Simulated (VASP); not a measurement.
InSb:

```
In Sb
1.0
     0.00000    3.26032    3.26032
     3.26032    0.00000    3.26032
     3.26032    3.26032    0.00000
In Sb
1 1
Direct
  0.00000 0.00000 0.00000
  0.25000 0.25000 0.25000
```

The cell was built by a generator and needn't be a form met in nature.

Base run:

```yaml
Program: VASP 6.6.1
Functional: r2SCAN
Potentials_or_basis: VASP PAW PBE potentials, release 64 (In_d, Sb)
Cutoff: 520 eV
k_mesh: 10 × 10 × 10
Occupations: gaussian, width 0.03 eV
Spin: no spin polarisation
```

Its results: pressure 0.7 GPa.

The run is repeated on the same cell with these changes: functional from r2SCAN to PBEsol. What comes out?

Pressure 0.0 GPa.

Caveats: the PAW data sets were made with another functional, which shifts forces and pressure a little.
